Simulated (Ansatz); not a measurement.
The system is CsPbCl3.

```
Pb Cs Cl
1.0
     5.60500    0.00000    0.00000
     0.00000    5.60500    0.00000
     0.00000    0.00000    5.60500
Pb Cs Cl
1 1 3
Direct
  0.50000 0.50000 0.50000
  0.00000 0.00000 0.00000
  0.50000 0.00000 0.50000
  0.00000 0.50000 0.50000
  0.50000 0.50000 0.00000
```

* Program: Ansatz 0.2.0
* Task: relaxation of cell and atoms
* Functional: PBE
* Dispersion: D4
* Potentials or basis: Ansatz PAW
* Cutoff: 420 eV (not typed: the program's choice for these potentials)
* k mesh: 5 × 5 × 5
* Occupations: fermi-dirac, width 0.05 eV
* Spin: no spin polarisation

At the start: volume 35.22 Å³/atom.

Task: How do energy, volume and symmetry change on relaxing?

Result: It ends after 4 steps and the volume is 36.53 Å³/atom (+3.7 %); space group Pm-3m (No. 221, to 0.05 Å).

Step by step:
| step | energy change (eV) | largest force (eV/Å) | volume (Å³) |
| --- | --- | --- | --- |
| 1 | 0.0000 | 0.0000 | 176.09 |
| 2 | -0.0171 | 0.0000 | 180.46 |
| 3 | -0.0193 | 0.0000 | 182.64 |
| 4 | -0.0195 | 0.0000 | 182.64 |

Final structure:
```xyz
5
Lattice="5.6737 0.0000 0.0000 0.0000 5.6737 0.0000 0.0000 0.0000 5.6737" Properties=species:S:1:pos:R:3 pbc="T T T"
Pb    2.8368    2.8368    2.8368
Cs    0.0000    0.0000    0.0000
Cl    2.8368    0.0000    2.8368
Cl    0.0000    2.8368    2.8368
Cl    2.8368    2.8368    0.0000
```

Caveat: the plane-wave basis is chosen anew once the cell has moved, so the energies of steps on either side of that aren't comparable.
